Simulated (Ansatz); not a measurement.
# HfS2 (1T (CdI2) bulk type): testing the settings of Wannier runs

Which of these Wannier inputs for HfS2 (1T (CdI2) bulk type) end well? Each is run as it stands.

Method: plane waves, PAW; the settings change from run to run, as each input shows, in Ansatz 0.2.0.

### 1 The starting structure

The structure is trigonal, space group P-3m1 (No. 164). The conventional cell has a = 3.630 Å, b = 3.630 Å, c = 5.878 Å, α = 90.00°, β = 90.00°, γ = 120.00°. Hf (site symmetry -3m) is surrounded by 6 S at 2.54 Å. S (site symmetry 3m) is surrounded by 3 Hf at 2.54 Å.

As a file:

```cif
data_structure
_symmetry_space_group_name_H-M 'P 1'
_symmetry_Int_Tables_number 1
_cell_length_a 3.6303
_cell_length_b 3.6303
_cell_length_c 5.8784
_cell_angle_alpha 90.000
_cell_angle_beta 90.000
_cell_angle_gamma 120.000
_cell_volume 67.09
loop_
_atom_site_label
_atom_site_type_symbol
_atom_site_fract_x
_atom_site_fract_y
_atom_site_fract_z
_atom_site_occupancy
Hf1 Hf 0.00000 0.00000 0.00000 1
S1 S 0.33333 0.66667 0.24463 1
S2 S 0.66667 0.33333 0.75537 1
```

Cell and atoms come from an earlier r2SCAN+rVV10 relaxation. No run includes spin-orbit coupling, which matters for Hf.

### 2 Run 1

Contents of input.yaml:

```yaml
crystal:
  lattice:
    - [3.6302959557, 0.0, 0.0]
    - [-1.8151479779, 3.1439285209, 0.0]
    - [0.0, 0.0, 5.8783581771]
  atoms:
    - { symbol: Hf, position: [0.0, 0.0, 0.0] }
    - { symbol: S, position: [0.3333333333, 0.6666666667, 0.2446279701] }
    - { symbol: S, position: [0.6666666667, 0.3333333333, 0.7553720299] }
kpoints:
  mp_grid: { grid: [6, 6, 4] }
  band_path:
    path:
      - [[0.0, 0.0, 0.0], [0.5, -1.620956220467e-18, -1.01012625835e-33], [0.3333333333333, 0.3333333333333, 1.212883288566e-33], [0.0, 0.0, 0.0], [1.669981055873e-50, 9.452354627684e-51, 0.5], [0.5, -1.620956220467e-18, 0.5], [0.3333333333333, 0.3333333333333, 0.5], [1.669981055873e-50, 9.452354627684e-51, 0.5]]
      - [[0.5, -1.620956220467e-18, 0.5], [0.5, -1.620956220467e-18, -1.01012625835e-33]]
      - [[0.3333333333333, 0.3333333333333, 0.5], [0.3333333333333, 0.3333333333333, 1.212883288566e-33]]
    npoints: 10
hamiltonian:
  xc: pbe
scf:
  occupations: { method: fixed }
  n_extra_bands: 6
output:
  forces: false
  stress: false
  eigenvalues: true
  wannier:
    kmesh: [1, 1, 1]
    projections: [{ species: S, l: s, shell: 3 }, { species: S, l: p, shell: 3 }]
    minimise: true
    write_hr: true
    conv_tol: 1.0e-08
    max_iter: 1000
```

Launch:

```console
> ansatz run input.yaml --threads 4 --pin off --max-ram 3686MiB --backend cpu --events-out ev --progress --plain --runs-dir out
```

What it wrote, cut to the lines that bear on the results:

```text
Warning: RAYON_NUM_THREADS=4 ignored (pool sized by the plan → 4); use --threads N
scf.n_extra_bands = 6 over 19 filled bands (N_el = 38.0): the run solves 25 bands
[...]
Pseudopotentials: kind: paw
Pseudopotential: Hf, paw, valence charge 26, recommended cutoff 420 eV (normal), Hf.paw.azcp
Pseudopotential: S, paw, valence charge 6, recommended cutoff 420 eV (normal), S.paw.azcp
Functional definition: PBE
[...]
Crystal: 3 atoms, lattice volume = 67.092 Å³
Basis set: ecut = 420 eV, 1315 PW (Γ)
Bands: 25, of which v1, the nominal top of the filled ones, is band 19 counted from 1 (18 counted from 0)
Symmetry: 12 space group operations
Space group: P-3m1 (ITA 164), of the structure as read, at distance tolerance 4.1e-5 Å
k-points: 24 of 144
[...]
SCF iter   1: F=—  HF=-17530.159811 eV  |F-HF|=—  |Δ(HF+E_count)|=         —  Δρ=1.38e-3  dr2=6.19e-4  ethr=1.77e-3  ⟨swp⟩=5.0  Hψ=2236  notcnv=0  defer=92
[...]
SCF iter   7: F=-17530.159661 eV  HF=-17530.159661 eV  |F-HF|=5.11e-8  |Δ(HF+E_count)|=   7.28e-8  Δρ=7.55e-6  dr2=5.08e-8  ethr=2.63e-10  ⟨swp⟩=7.9  Hψ=2247  notcnv=0
[...]
NSCF: frozen V_eff on 93 k-points
NSCF: frozen V_eff on 1 k-points
SCF converged after 7 iterations
Free energy (F): -17530.159661 eV
[...]
E sigma→0 (E₀):  -17530.159661 eV
Fermi energy:    9.052849 eV
[...]
--- Band table (eV; the first three rows and the last of 24) ---
  k-point 0: bands = ["-52.9921", "-21.6826", "-21.5663", "-21.5663", "-4.1087", "-3.1143", "-2.9499", "-2.9307", "-2.9307", "-2.9228", "-2.9228", "-2.9083", "-2.1870", "4.2559", "6.2031", "6.2031", "8.9411", "8.9411", "9.0528", "10.9800", "10.9800", "11.6251", "14.4279", "14.4279", "14.5482"]
[...]
Wannier search: line search 1 of at most 1000: gauge-dependent spread (as the search counts it) 1.3884100 Å², largest recent change 4.3e-1 Å² and fall left 6.6e-3 Å² against conv_tol 1.0e-8 Å², 0 stops escaped
```

Wall time 1 s (4 threads of Intel Xeon Platinum 8488C (Sapphire Rapids), shared host); peak memory 0.39 GiB.

wannier.win names the bands that the functions span: combinations of 5-19 (counted from 1; 19 are filled). Combinations are drawn from entangled bands, so such a model needn't follow any one band.

The head of wannier.spreads.toml:

```toml
omega_i_ang2 = 4.959279979506551
omega_d_ang2 = 0.00629490684939707
omega_od_ang2 = 0.8449345195306485
omega_total_ang2 = 5.810509405886597
least_projectability = 0.7606444839953773
b_vectors_match_mmn = true
n_iter = 46
converged = true
rejected_fitted_steps = 1
```

The functions (centres in Å, on-site energies from the top of the filled bands):

```
n       x      y      z  spread (Å²)  on-site (eV)  nearest atoms  distance (Å)
1   0.000  2.096  1.889        0.748        -5.938             S2          0.45
2   1.815  1.048  3.990        0.748        -5.938             S3          0.45
3   0.000  1.523  0.995        0.719        -3.892             S2          0.72
4   0.496  2.383  0.995        0.719        -3.892             S2          0.72
5  -0.496  2.383  0.995        0.719        -3.892             S2          0.72
6   1.815  1.621  4.884        0.719        -3.892             S3          0.72
7   2.312  0.761  4.884        0.719        -3.892             S3          0.72
8   1.319  0.761  4.884        0.719        -3.892             S3          0.72
```

Along the path each interpolated band stays within 0.47, 0.24, 0.80, 0.77, 0.56, 0.87, 1.06, 1.57 eV of the nearest computed level, from the lowest band up.

Misses of an eV or more mean that the model does not follow those bands.

Diagnosis: No error, yet the numbers are spoiled by the input. The Wannier mesh is a single point. To mend it, use at least a few divisions an axis.

### 3 Run 2

Changes to input.yaml since step 2:

```diff
@@ -27,4 +27,4 @@
   wannier:
-    kmesh: [1, 1, 1]
-    projections: [{ species: S, l: s, shell: 3 }, { species: S, l: p, shell: 3 }]
+    kmesh: [6, 6, 4]
+    projections: [{ species: Hf, l: d, shell: 5 }, { species: S, l: p, shell: 3 }]
     minimise: true
@@ -33 +33,2 @@
     max_iter: 1000
+    stability_check: false
```

Launch:

```console
> ansatz run input.yaml --threads 4 --pin off --max-ram 3686MiB --backend cpu --events-out ev --progress --plain --runs-dir out
```

What it wrote, cut to the lines that bear on the results:

```text
Warning: RAYON_NUM_THREADS=4 ignored (pool sized by the plan → 4); use --threads N
scf.n_extra_bands = 6 over 19 filled bands (N_el = 38.0): the run solves 25 bands
[...]
[... 4 set-up lines as earlier in the session ...]
[...]
Crystal: 3 atoms, lattice volume = 67.092 Å³
Basis set: ecut = 420 eV, 1315 PW (Γ)
Bands: 25, of which v1, the nominal top of the filled ones, is band 19 counted from 1 (18 counted from 0)
[... 2 set-up lines as earlier in the session ...]
k-points: 24 of 144
[...]
SCF iter   1: F=—  HF=-17530.159811 eV  |F-HF|=—  |Δ(HF+E_count)|=         —  Δρ=1.38e-3  dr2=6.19e-4  ethr=1.77e-3  ⟨swp⟩=5.0  Hψ=2236  notcnv=0  defer=92
[...]
Wannier search: line search 300 of at most 1000: gauge-dependent spread (as the search counts it) 2.1207453 Å², largest recent change 1.1e-4 Å² against conv_tol 1.0e-8 Å², 0 stops escaped
Wannier search: line search 400 of at most 1000: gauge-dependent spread (as the search counts it) 2.1163492 Å², largest recent change 2.3e-5 Å² against conv_tol 1.0e-8 Å², 0 stops escaped
Wannier search: line search 500 of at most 1000: gauge-dependent spread (as the search counts it) 2.1150454 Å², largest recent change 1.3e-5 Å² against conv_tol 1.0e-8 Å², 0 stops escaped
Wannier search: line search 600 of at most 1000: gauge-dependent spread (as the search counts it) 2.1147724 Å², largest recent change 2.0e-6 Å² against conv_tol 1.0e-8 Å², 0 stops escaped
Wannier search: line search 700 of at most 1000: gauge-dependent spread (as the search counts it) 2.1147117 Å², largest recent change 2.6e-7 Å² against conv_tol 1.0e-8 Å², 0 stops escaped
Wannier search: line search 800 of at most 1000: gauge-dependent spread (as the search counts it) 2.1146980 Å², largest recent change 1.3e-7 Å² against conv_tol 1.0e-8 Å², 0 stops escaped
```

It took 4.1 s on 4 threads of Intel Xeon Platinum 8488C (Sapphire Rapids), shared host; peak memory 0.44 GiB.

wannier.win names the bands that the functions span: 14-22, combinations of 23-26 (counted from 1; 19 are filled). Combinations are drawn from entangled bands, so such a model needn't follow any one band.

The head of wannier.spreads.toml:

```toml
omega_i_ang2 = 24.967093826783127
omega_d_ang2 = 0.013221966504868506
omega_od_ang2 = 2.101473695835368
omega_total_ang2 = 27.081789489123363
least_projectability = 0.3228052860504295
b_vectors_match_mmn = true
n_iter = 878
converged = true
```

The functions (centres in Å, on-site energies from the top of the filled bands):

```
 n      x      y      z  spread (Å²)  on-site (eV)  nearest atoms  distance (Å)
 1  0.000  0.000  0.000        2.300         2.124            Hf1          0.00
 2  0.000  0.000  0.000        4.125         3.790            Hf1          0.00
 3  0.000  0.000  0.000        4.113         3.782            Hf1          0.00
 4  0.000  0.000  0.000        2.256         2.078            Hf1          0.00
 5  0.000  0.000  0.000        2.221         2.036            Hf1          0.00
 6  0.000  2.099  1.509        2.011        -1.342             S2          0.07
 7  0.000  2.125  1.365        2.013        -1.521             S2          0.08
 8  0.000  2.063  1.365        2.009        -1.526             S2          0.08
 9  1.815  1.045  4.370        2.011        -1.342             S3          0.07
10  1.815  1.019  4.513        2.013        -1.521             S3          0.08
11  1.815  1.081  4.513        2.009        -1.526             S3          0.08
```

Along the path each interpolated band stays within 0.01, 0.03, 0.02, 0.02, 0.03, 0.04, 0.05, 0.02, 0.04, 0.17, 1.21 eV of the nearest computed level, from the lowest band up.

Misses of an eV or more mean that the model does not follow those bands.

### 4 Run 3

Changes to input.yaml since step 3:

```diff
@@ -27,4 +27,4 @@
   wannier:
-    kmesh: [6, 6, 4]
-    projections: [{ species: Hf, l: d, shell: 5 }, { species: S, l: p, shell: 3 }]
+    kmesh: [5, 5, 5]
+    projections: [{ species: S, l: p, shell: 3 }]
     minimise: true
@@ -33,2 +33 @@
     max_iter: 1000
-    stability_check: false
```

Launch:

```console
> ansatz run input.yaml --threads 4 --pin off --max-ram 3686MiB --backend cpu --events-out ev --progress --plain --runs-dir out
```

What it wrote, cut to the lines that bear on the results:

```text
Warning: RAYON_NUM_THREADS=4 ignored (pool sized by the plan → 4); use --threads N
scf.n_extra_bands = 6 over 19 filled bands (N_el = 38.0): the run solves 25 bands
[...]
[... 4 set-up lines as earlier in the session ...]
[...]
Crystal: 3 atoms, lattice volume = 67.092 Å³
Basis set: ecut = 420 eV, 1315 PW (Γ)
Bands: 25, of which v1, the nominal top of the filled ones, is band 19 counted from 1 (18 counted from 0)
[... 2 set-up lines as earlier in the session ...]
k-points: 24 of 144
[...]
SCF iter   1: F=—  HF=-17530.159811 eV  |F-HF|=—  |Δ(HF+E_count)|=         —  Δρ=1.38e-3  dr2=6.19e-4  ethr=1.77e-3  ⟨swp⟩=5.0  Hψ=2236  notcnv=0  defer=92
[...]
SCF iter   7: F=-17530.159661 eV  HF=-17530.159661 eV  |F-HF|=5.11e-8  |Δ(HF+E_count)|=   7.28e-8  Δρ=7.55e-6  dr2=5.08e-8  ethr=2.63e-10  ⟨swp⟩=7.9  Hψ=2247  notcnv=0
[...]
NSCF: frozen V_eff on 93 k-points
NSCF: frozen V_eff on 22 k-points
the Wannier pass solved 22 of the 125 points of its mesh, and has the states at the others by symmetry: states obtained by the crystal's operations at points that were solved too leave a residual of 3.28e-13 eV (read by the count's bands and the next), within 1.11e-5 eV
SCF converged after 7 iterations
Free energy (F): -17530.159661 eV
[...]
E sigma→0 (E₀):  -17530.159661 eV
Fermi energy:    9.052849 eV
[...]
--- Band table (eV; the first three rows and the last of 24) ---
[... band rows left out ...]
[...]
Wannier search: line search 1 of at most 1000: gauge-dependent spread (as the search counts it) 0.4283667 Å², largest recent change 2.8e-2 Å² and fall left 1.3e-5 Å² against conv_tol 1.0e-8 Å², 0 stops escaped
```

It took 1.5 s on 4 threads of Intel Xeon Platinum 8488C (Sapphire Rapids), shared host; peak memory 0.4 GiB.

wannier.win names the bands that the functions span: 14-19 (counted from 1; 19 are filled).

The head of wannier.spreads.toml:

```toml
omega_i_ang2 = 13.135737404620073
omega_d_ang2 = 0.024735214696980666
omega_od_ang2 = 0.4032984162480098
omega_total_ang2 = 13.563771035565063
least_projectability = 0.7077741144350839
b_vectors_match_mmn = true
n_iter = 26
converged = true
rejected_fitted_steps = 0
```

The functions (centres in Å, on-site energies from the top of the filled bands):

| n | x | y | z | spread (Å²) | on-site (eV) | nearest atoms | distance (Å) |
| --- | --- | --- | --- | --- | --- | --- | --- |
| 1 | 0.004 | 2.097 | 1.240 | 2.308 | -2.385 | S2 | 0.20 |
| 2 | -0.044 | 2.143 | 1.163 | 2.237 | -2.638 | S2 | 0.28 |
| 3 | 0.038 | 2.048 | 1.163 | 2.237 | -2.639 | S2 | 0.28 |
| 4 | 1.819 | 1.047 | 4.638 | 2.308 | -2.385 | S3 | 0.20 |
| 5 | 1.771 | 1.001 | 4.715 | 2.237 | -2.638 | S3 | 0.28 |
| 6 | 1.853 | 1.096 | 4.715 | 2.237 | -2.639 | S3 | 0.28 |

Along the path each interpolated band stays within 0.11, 0.07, 0.08, 0.10, 0.10, 0.07 eV of the nearest computed level, from the lowest band up.

### 5 Run 4

Changes to input.yaml since step 4:

```diff
@@ -27,7 +27,7 @@
   wannier:
-    kmesh: [5, 5, 5]
-    projections: [{ species: S, l: p, shell: 3 }]
+    kmesh: [6, 6, 4]
+    projections: [{ species: Hf, l: d, shell: 5 }, { species: S, l: p, shell: 3 }]
     minimise: true
     write_hr: true
-    conv_tol: 1.0e-08
+    conv_tol: 0.001
     max_iter: 1000
```

Launch:

```console
> ansatz run input.yaml --threads 4 --pin off --max-ram 3686MiB --backend cpu --events-out ev --progress --plain --runs-dir out
```

What it wrote, cut to the lines that bear on the results:

```text
Warning: RAYON_NUM_THREADS=4 ignored (pool sized by the plan → 4); use --threads N
scf.n_extra_bands = 6 over 19 filled bands (N_el = 38.0): the run solves 25 bands
[...]
[... 4 set-up lines as earlier in the session ...]
[...]
Crystal: 3 atoms, lattice volume = 67.092 Å³
Basis set: ecut = 420 eV, 1315 PW (Γ)
Bands: 25, of which v1, the nominal top of the filled ones, is band 19 counted from 1 (18 counted from 0)
[... 2 set-up lines as earlier in the session ...]
k-points: 24 of 144
[...]
SCF iter   1: F=—  HF=-17530.159811 eV  |F-HF|=—  |Δ(HF+E_count)|=         —  Δρ=1.38e-3  dr2=6.19e-4  ethr=1.77e-3  ⟨swp⟩=5.0  Hψ=2236  notcnv=0  defer=92
[...]
NSCF: frozen V_eff on 93 k-points
NSCF: frozen V_eff on 27 k-points
the Wannier pass solved 27 of the 144 points of its mesh, and has the states at the others by symmetry: states obtained by the crystal's operations at points that were solved too leave a residual of 3.64e-13 eV (read by the count's bands and the next), within 1.11e-5 eV
NSCF: frozen V_eff on 27 k-points
the Wannier pass solved 27 of the 144 points of its mesh, and has the states at the others by symmetry: states obtained by the crystal's operations at points that were solved too leave a residual of 5.15e-13 eV (read by the count's bands and the next), within 1.11e-5 eV
SCF converged after 7 iterations
Free energy (F): -17530.159661 eV
[...]
E sigma→0 (E₀):  -17530.159661 eV
Fermi energy:    9.052849 eV
[...]
--- Band table (eV; the first three rows and the last of 24) ---
[... band rows left out ...]
[...]
Wannier search: line search 1 of at most 1000: gauge-dependent spread (as the search counts it) 2.2172134 Å², largest recent change 6.6e-1 Å² and fall left 3.0e-3 Å² against conv_tol 1.0e-3 Å², 0 stops escaped
```

Wall time 2.6 s (4 threads of Intel Xeon Platinum 8488C (Sapphire Rapids), shared host); peak memory 0.44 GiB.

wannier.win names the bands that the functions span: 14-22, combinations of 23-26 (counted from 1; 19 are filled). Combinations are drawn from entangled bands, so such a model needn't follow any one band.

The head of wannier.spreads.toml:

```toml
omega_i_ang2 = 24.967093826780626
omega_d_ang2 = 0.013194367952590347
omega_od_ang2 = 2.0766471534693287
omega_total_ang2 = 27.056935348202547
least_projectability = 0.3228052860504295
b_vectors_match_mmn = true
n_iter = 16
converged = true
rejected_fitted_steps = 1
```

The functions (centres in Å, on-site energies from the top of the filled bands):

| n | x | y | z | spread (Å²) | on-site (eV) | nearest atoms | distance (Å) |
| --- | --- | --- | --- | --- | --- | --- | --- |
| 1 | 0.000 | 0.000 | 0.000 | 2.250 | 2.074 | Hf1 | 0.00 |
| 2 | 0.000 | 0.000 | 0.000 | 4.121 | 3.793 | Hf1 | 0.00 |
| 3 | 0.000 | 0.000 | 0.000 | 4.116 | 3.793 | Hf1 | 0.00 |
| 4 | 0.000 | 0.000 | 0.000 | 2.252 | 2.074 | Hf1 | 0.00 |
| 5 | 0.000 | 0.000 | 0.000 | 2.250 | 2.074 | Hf1 | 0.00 |
| 6 | 0.000 | 2.099 | 1.509 | 2.012 | -1.340 | S2 | 0.07 |
| 7 | 0.000 | 2.125 | 1.365 | 2.013 | -1.520 | S2 | 0.08 |
| 8 | 0.000 | 2.063 | 1.365 | 2.008 | -1.528 | S2 | 0.08 |
| 9 | 1.815 | 1.045 | 4.370 | 2.012 | -1.340 | S3 | 0.07 |
| 10 | 1.815 | 1.019 | 4.513 | 2.013 | -1.520 | S3 | 0.08 |
| 11 | 1.815 | 1.081 | 4.513 | 2.008 | -1.528 | S3 | 0.08 |

Along the path each interpolated band stays within 0.01, 0.03, 0.01, 0.02, 0.03, 0.04, 0.05, 0.02, 0.04, 0.17, 1.21 eV of the nearest computed level, from the lowest band up.

Misses of an eV or more mean that the model does not follow those bands.

### 6 Summary

```tsv
run	settings	ended	result	fault	time
1	PBE, 8 functions, 1×1×1	converged	spread 5.81 Å²	the Wannier mesh is a single point	1 s
2	PBE, 11 functions, 6×6×4	converged	spread 27.08 Å²		4.1 s
3	PBE, 6 functions, 5×5×5	converged	spread 13.56 Å²		1.5 s
4	PBE, 11 functions, 6×6×4	converged	spread 27.06 Å²		2.6 s
```

In words: 4 converged. Over the sound inputs the mean spread of a function spans 2.26 to 2.46 Å². These values shouldn't be quoted for the material: the settings weren't chosen for accuracy.
